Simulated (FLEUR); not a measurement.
# LiH (Fm-3m) in FLEUR: further runs

One crystal, LiH, is run at these levels: PBEsol; tasks: equation of state.

Program: FLEUR MaX-R8.1 (later development tree). These are calculated values, not measurements. Logs are shortened: lines on timing, memory, paths and dates and some standing lists are left out, and cuts for length are marked.

## (1) Starting point

Symmetry: Fm-3m, No. 225, cubic system. Conventional cell: a = 4.074 Å, b = 4.074 Å, c = 4.074 Å, α = 90.00°, β = 90.00°, γ = 90.00°. Li (site symmetry m-3m) is surrounded by 6 H at 2.04 Å. H (site symmetry m-3m) is surrounded by 6 Li at 2.04 Å.

## (2) Equation of state, PBEsol, 7.94 Å³/atom (volume scaled by 0.94)

The input, inp.xml:

```xml
<?xml version="1.0" encoding="UTF-8" standalone="no"?>
<fleurInput fleurInputVersion="0.39">
   <comment>
      LiH                                                                                                 
   </comment>
   <calculationSetup>
      <cutoffs Kmax="4.1" Gmax="14.0" GmaxXC="14.0" numbands="0"/>
      <scfLoop itmax="60" minDistance="0.00001" maxIterBroyd="15" imix="Anderson" alpha="0.05" precondParam="0.0" spinf="2.0" sdNocoIR="T"/>
      <coreElectrons ctail="T" frcor="F" kcrel="0" coretail_lmax="0"/>
      <xcFunctional name="PBEs" relativisticCorrections="F"/>
      <magnetism jspins="1"/>
      <soc l_soc="F" theta="0.0" phi="0.0" spav="F"/>
      <expertModes spex="0" secvar="F"/>
      <geometryOptimization l_f="F" forcealpha="1.0" forcemix="BFGS" epsdisp="0.00001" epsforce="0.00001"/>
      <ldaU l_linMix="F" mixParam="0.05" spinf="1.0"/>
   </calculationSetup>
   <cell>
      <bzIntegration valenceElectrons="4.0" mode="hist" fermiSmearingEnergy="0.00183747">
         <kPointListSelection listName="default-1"/>
         <!-- k-points included here -->
         <xi:include xmlns:xi="http://www.w3.org/2001/XInclude" href="kpts.xml"> </xi:include>
      </bzIntegration>
      <!-- symmetry operations included here -->
      <xi:include xmlns:xi="http://www.w3.org/2001/XInclude" href="sym.xml"> </xi:include>
      <bulkLattice scale="0.9795861087">
         <bravaisMatrix>
            <row-1>    0.0000000000000000     3.8488996842790497     3.8488996842790497</row-1>
            <row-2>    3.8488996842790497     0.0000000000000000     3.8488996842790497</row-2>
            <row-3>    3.8488996842790497     3.8488996842790497     0.0000000000000000</row-3>
         </bravaisMatrix>
      </bulkLattice>
   </cell>
   <atomSpecies>
      <species name="Lithium (Li)" element="Li" atomicNumber="3">
         <mtSphere radius="1.95" gridPoints="669" logIncrement="0.015"/>
         <atomicCutoffs lmax="8" lnonsphr="8"/>
         <electronConfig flipSpins="F">
            <coreConfig></coreConfig>
            <valenceConfig>(1s1/2) (2s1/2)</valenceConfig>
            <stateOccupation state="(2s1/2)" spinUp="0.500000" spinDown="0.500000"/>
         </electronConfig>
         <energyParameters s="2" p="2" d="3" f="4"/>
         <lo type="SCLO" l="0" n="1" eDeriv="0"/>
         <lo type="SCLO" l="1" n="2" eDeriv="2"/>
         <lo type="SCLO" l="2" n="3" eDeriv="2"/>
      </species>
      <species name="Hydrogen (H)" element="H" atomicNumber="1">
         <mtSphere radius="1.5" gridPoints="513" logIncrement="0.017"/>
         <atomicCutoffs lmax="8" lnonsphr="8"/>
         <electronConfig flipSpins="F">
            <coreConfig></coreConfig>
            <valenceConfig>(1s1/2)</valenceConfig>
            <stateOccupation state="(1s1/2)" spinUp="0.500000" spinDown="0.500000"/>
         </electronConfig>
         <energyParameters s="1" p="2" d="3" f="4"/>
         <lo type="SCLO" l="0" n="1" eDeriv="2"/>
         <lo type="SCLO" l="1" n="2" eDeriv="2"/>
      </species>
   </atomSpecies>
   <atomGroups>
      <atomGroup species="Lithium (Li)">
         <relPos label="                   1">.0000000000 .0000000000 .0000000000</relPos>
         <force calculate="T" relaxXYZ="TTT"/>
      </atomGroup>
      <atomGroup species="Hydrogen (H)">
         <relPos label="                   2">1.000/2.000 1.000/2.000 1.000/2.000</relPos>
         <force calculate="T" relaxXYZ="TTT"/>
      </atomGroup>
   </atomGroups>
   <output dos="F" band="F" slice="F">
      <checks vchk="F" cdinf="F"/>
      <bandDOS minEnergy="-.5*Htr" maxEnergy="0.5*Htr" sigma="0.015" storeEVData="T"/>
      <vacuumDOS vacdos="F" integ="F" star="F" nstars="0" locx1="0.0" locy1="0.0" locx2="0.0" locy2="0.0" nstm="0" tworkf="0.0"/>
      <unfoldingBand unfoldBand="F" supercellX="1" supercellY="1" supercellZ="1"/>
      <plotting iplot="0" polar="F">
         <plot TwoD="T" vec1="  1.0  0.0  0.0" vec2="  0.0  1.0  0.0" vec3="  0.0  0.0  1.0" zero="  0.0  0.0  0.0" file="plot"/>
      </plotting>
      <chargeDensitySlicing numkpt="0" minEigenval="0.0" maxEigenval="0.0" nnne="0" pallst="F"/>
      <specialOutput eonly="F"/>
      <moessbauerParams electricFieldGradient="T" isomerShift="T" coreHyperfine="T" valenceHyperfine="T"/>
      <magneticCircularDichroism mcd="F" energyLo="-10.0" energyUp="0.0"/>
   </output>
  <!-- We include the file relax.xml here to enable relaxations (see documentation) -->
  <xi:include xmlns:xi="http://www.w3.org/2001/XInclude" href="relax.xml"> <xi:fallback/> </xi:include>
</fleurInput>
```

Potentials or basis: all-electron, FLAPW.

On the command line:

```
> inpgen -f crystal.txt -profile fastHighL
> # inp.xml edited to the form shown
> fleur_MPI
```

Log:

```text
Welcome to FLEUR        (www.flapw.de)
      MaX-Release 8.1          (www.max-centre.eu)

 ========== k-point set info ==========
 Selected k-point list: default-1
 k-point list type: mesh
 11 x 11 x 11
 Number of k points: 56

 ------------Calculation Setup---------------------------
 Number of MPI-tasks      :            1
 Number of PE/node        :            1
 Number of OMP-threads    :            1
 Most efficient MPI parallelization for:
           1           2           4           7           8          14          28          56
 Additional eigenvalue parallelization possible
 Number of basis functions:          167
 Approximate size of matrices (H+S) per k-point:         0.000 GB
 --------------------------------------------------------
Nuclear radius smaller than smallest radial mesh point for atom type 1 -- skipping its core isomer shift
Nuclear radius smaller than smallest radial mesh point for atom type 2 -- skipping its core isomer shift
Nuclear radius smaller than smallest radial mesh point for atom type 1 -- skipping its isomer shift
Nuclear radius smaller than smallest radial mesh point for atom type 2 -- skipping its isomer shift
 Iteration:     1   Distance:       9.88580559 me/bohr^3
Nuclear radius smaller than smallest radial mesh point for atom type 1 -- skipping its core isomer shift
Nuclear radius smaller than smallest radial mesh point for atom type 2 -- skipping its core isomer shift
Nuclear radius smaller than smallest radial mesh point for atom type 1 -- skipping its isomer shift
Nuclear radius smaller than smallest radial mesh point for atom type 2 -- skipping its isomer shift
 Iteration:     2   Distance:       9.19219477 me/bohr^3
Nuclear radius smaller than smallest radial mesh point for atom type 1 -- skipping its core isomer shift
Nuclear radius smaller than smallest radial mesh point for atom type 2 -- skipping its core isomer shift
Nuclear radius smaller than smallest radial mesh point for atom type 1 -- skipping its isomer shift
Nuclear radius smaller than smallest radial mesh point for atom type 2 -- skipping its isomer shift
 Iteration:     3   Distance:       0.68870931 me/bohr^3
Nuclear radius smaller than smallest radial mesh point for atom type 1 -- skipping its core isomer shift
Nuclear radius smaller than smallest radial mesh point for atom type 2 -- skipping its core isomer shift
Nuclear radius smaller than smallest radial mesh point for atom type 1 -- skipping its isomer shift
Nuclear radius smaller than smallest radial mesh point for atom type 2 -- skipping its isomer shift
 Iteration:     4   Distance:       0.89747216 me/bohr^3
Nuclear radius smaller than smallest radial mesh point for atom type 1 -- skipping its core isomer shift
Nuclear radius smaller than smallest radial mesh point for atom type 2 -- skipping its core isomer shift
Nuclear radius smaller than smallest radial mesh point for atom type 1 -- skipping its isomer shift
Nuclear radius smaller than smallest radial mesh point for atom type 2 -- skipping its isomer shift
 Iteration:     5   Distance:       0.14500435 me/bohr^3
Nuclear radius smaller than smallest radial mesh point for atom type 1 -- skipping its core isomer shift
Nuclear radius smaller than smallest radial mesh point for atom type 2 -- skipping its core isomer shift
Nuclear radius smaller than smallest radial mesh point for atom type 1 -- skipping its isomer shift
Nuclear radius smaller than smallest radial mesh point for atom type 2 -- skipping its isomer shift
 Iteration:     6   Distance:       0.18284942 me/bohr^3
Nuclear radius smaller than smallest radial mesh point for atom type 1 -- skipping its core isomer shift
Nuclear radius smaller than smallest radial mesh point for atom type 2 -- skipping its core isomer shift
Nuclear radius smaller than smallest radial mesh point for atom type 1 -- skipping its isomer shift
Nuclear radius smaller than smallest radial mesh point for atom type 2 -- skipping its isomer shift
 Iteration:     7   Distance:       0.01307676 me/bohr^3
Nuclear radius smaller than smallest radial mesh point for atom type 1 -- skipping its core isomer shift
Nuclear radius smaller than smallest radial mesh point for atom type 2 -- skipping its core isomer shift
Nuclear radius smaller than smallest radial mesh point for atom type 1 -- skipping its isomer shift
Nuclear radius smaller than smallest radial mesh point for atom type 2 -- skipping its isomer shift
 Iteration:     8   Distance:       0.00107982 me/bohr^3
Nuclear radius smaller than smallest radial mesh point for atom type 1 -- skipping its core isomer shift
Nuclear radius smaller than smallest radial mesh point for atom type 2 -- skipping its core isomer shift
Nuclear radius smaller than smallest radial mesh point for atom type 1 -- skipping its isomer shift
Nuclear radius smaller than smallest radial mesh point for atom type 2 -- skipping its isomer shift
 Iteration:     9   Distance:       0.00091770 me/bohr^3
Nuclear radius smaller than smallest radial mesh point for atom type 1 -- skipping its core isomer shift
Nuclear radius smaller than smallest radial mesh point for atom type 2 -- skipping its core isomer shift
Nuclear radius smaller than smallest radial mesh point for atom type 1 -- skipping its isomer shift
Nuclear radius smaller than smallest radial mesh point for atom type 2 -- skipping its isomer shift
 Iteration:    10   Distance:       0.00004493 me/bohr^3
Nuclear radius smaller than smallest radial mesh point for atom type 1 -- skipping its core isomer shift
Nuclear radius smaller than smallest radial mesh point for atom type 2 -- skipping its core isomer shift
Nuclear radius smaller than smallest radial mesh point for atom type 1 -- skipping its isomer shift
Nuclear radius smaller than smallest radial mesh point for atom type 2 -- skipping its isomer shift
 Iteration:    11   Distance:       0.00000417 me/bohr^3

 ********************************************************************
 Run finished successfully
 Stop message:
   all done
 ********************************************************************
```

Run time: 7.6 s. Hardware: 1 thread of Arm Neoverse V2, shared host; peak memory 0.05 GiB.

Results:

```yaml
Free_energy: -219.5064 eV
Band_gap_on_the_k_mesh: 2.94 eV, direct
Valence_electrons_inside_the_program's_atomic_spheres: Li 2.25; H 0.86 (radii Li 1.95, H 1.5 bohr)
```

Caveat: an odd mesh through Γ misses points on the zone boundary, where band edges often lie.

## (3) Equation of state, PBEsol, 8.11 Å³/atom (volume scaled by 0.96)

Edit inp.xml of step 2 so:

```diff
@@ -24,3 +24,3 @@
       <xi:include xmlns:xi="http://www.w3.org/2001/XInclude" href="sym.xml"> </xi:include>
-      <bulkLattice scale="0.9795861087">
+      <bulkLattice scale="0.9864848297">
          <bravaisMatrix>
```

Potentials or basis: all-electron, FLAPW.

On the command line:

```
> inpgen -f crystal.txt -profile fastHighL
> # inp.xml edited to the form shown
> fleur_MPI
```

Wall time 7.8 s (1 thread of Arm Neoverse V2, shared host); peak memory 0.05 GiB.

The run converged. Its results:

```
Free energy                                           : -219.5049 eV
Band gap on the k mesh                                : 2.95 eV, direct
Valence electrons inside the program's atomic spheres : Li 2.24; H 0.86 (radii Li 1.95, H 1.5 bohr)
```

Caveat: an odd mesh through Γ misses points on the zone boundary, where band edges often lie.

## (4) Equation of state, PBEsol, 8.28 Å³/atom (volume scaled by 0.98)

Edit inp.xml of step 3 so:

```diff
@@ -24,3 +24,3 @@
       <xi:include xmlns:xi="http://www.w3.org/2001/XInclude" href="sym.xml"> </xi:include>
-      <bulkLattice scale="0.9864848297">
+      <bulkLattice scale="0.9932883884">
          <bravaisMatrix>
```

On the command line:

```
> inpgen -f crystal.txt -profile fastHighL
> # inp.xml edited to the form shown
> fleur_MPI
```

It took 8.2 s on 1 thread of Arm Neoverse V2, shared host; peak memory 0.05 GiB.

It converged, with:

```
Free energy                                           : -219.5019 eV
Band gap on the k mesh                                : 2.96 eV, direct
Valence electrons inside the program's atomic spheres : Li 2.23; H 0.85 (radii Li 1.95, H 1.5 bohr)
```

Caveat: an odd mesh through Γ misses points on the zone boundary, where band edges often lie.

## (5) Equation of state, PBEsol, 8.45 Å³/atom

Edit inp.xml of step 4 so:

```diff
@@ -24,3 +24,3 @@
       <xi:include xmlns:xi="http://www.w3.org/2001/XInclude" href="sym.xml"> </xi:include>
-      <bulkLattice scale="0.9932883884">
+      <bulkLattice scale="1.0000000000">
          <bravaisMatrix>
```

On the command line:

```
> inpgen -f crystal.txt -profile fastHighL
> # inp.xml edited to the form shown
> fleur_MPI
```

Wall time 8.3 s (1 thread of Arm Neoverse V2, shared host); peak memory 0.05 GiB.

Results (log left out):

```yaml
Free_energy: -219.4977 eV
Band_gap_on_the_k_mesh: 2.98 eV, direct
Valence_electrons_inside_the_program's_atomic_spheres: Li 2.23; H 0.85 (radii Li 1.95, H 1.5 bohr)
```

Caveat: an odd mesh through Γ misses points on the zone boundary, where band edges often lie.

## (6) Equation of state, PBEsol, 8.62 Å³/atom (volume scaled by 1.02)

Edit inp.xml of step 5 so:

```diff
@@ -24,3 +24,3 @@
       <xi:include xmlns:xi="http://www.w3.org/2001/XInclude" href="sym.xml"> </xi:include>
-      <bulkLattice scale="1.0000000000">
+      <bulkLattice scale="1.0066227096">
          <bravaisMatrix>
```

Potentials or basis: all-electron, FLAPW.

On the command line:

```
> inpgen -f crystal.txt -profile fastHighL
> # inp.xml edited to the form shown
> fleur_MPI
```

Wall time 8.4 s (1 thread of Arm Neoverse V2, shared host); peak memory 0.05 GiB.

It converged, with:

| Item | Value |
| --- | --- |
| Free energy | -219.4922 eV |
| Band gap on the k mesh | 2.99 eV, direct |
| Valence electrons inside the program's atomic spheres | Li 2.22; H 0.84 (radii Li 1.95, H 1.5 bohr) |

Caveat: an odd mesh through Γ misses points on the zone boundary, where band edges often lie.

## (7) Equation of state, PBEsol, 8.79 Å³/atom (volume scaled by 1.04)

Edit inp.xml of step 6 so:

```diff
@@ -24,3 +24,3 @@
       <xi:include xmlns:xi="http://www.w3.org/2001/XInclude" href="sym.xml"> </xi:include>
-      <bulkLattice scale="1.0066227096">
+      <bulkLattice scale="1.0131594038">
          <bravaisMatrix>
```

On the command line:

```
> inpgen -f crystal.txt -profile fastHighL
> # inp.xml edited to the form shown
> fleur_MPI
```

Wall time 8.6 s (1 thread of Arm Neoverse V2, shared host); peak memory 0.05 GiB.

It converged, with:

```
Free energy                                           : -219.4855 eV
Band gap on the k mesh                                : 3.00 eV, direct
Valence electrons inside the program's atomic spheres : Li 2.21; H 0.84 (radii Li 1.95, H 1.5 bohr)
```

Caveat: an odd mesh through Γ misses points on the zone boundary, where band edges often lie.

## (8) Equation of state, PBEsol, 8.96 Å³/atom (volume scaled by 1.06)

Edit inp.xml of step 7 so:

```diff
@@ -24,3 +24,3 @@
       <xi:include xmlns:xi="http://www.w3.org/2001/XInclude" href="sym.xml"> </xi:include>
-      <bulkLattice scale="1.0131594038">
+      <bulkLattice scale="1.0196128224">
          <bravaisMatrix>
```

On the command line:

```
> inpgen -f crystal.txt -profile fastHighL
> # inp.xml edited to the form shown
> fleur_MPI
```

Run time: 8.6 s. Hardware: 1 thread of Arm Neoverse V2, shared host; peak memory 0.05 GiB.

It converged, with:

```yaml
Free_energy: -219.4779 eV
Band_gap_on_the_k_mesh: 3.01 eV, direct
Valence_electrons_inside_the_program's_atomic_spheres: Li 2.21; H 0.84 (radii Li 1.95, H 1.5 bohr)
```

Caveat: an odd mesh through Γ misses points on the zone boundary, where band edges often lie.

## (9) Equation of state, PBEsol

Potentials or basis: all-electron, FLAPW.

This step only gathers the single runs of the series.

Results:

- Equilibrium volume: 7.87 Å³/atom (rough: see the caveat)
- Bulk modulus: 37 GPa (rough)

Energy against volume, from the lowest point:
| volume (Å³/atom) | energy (meV/atom) |
| --- | --- |
| 7.942 | 0.00 |
| 8.111 | 0.73 |
| 8.280 | 2.20 |
| 8.449 | 4.34 |
| 8.618 | 7.10 |
| 8.787 | 10.41 |
| 8.956 | 14.25 |

Caveat: the minimum lies outside the volumes run.
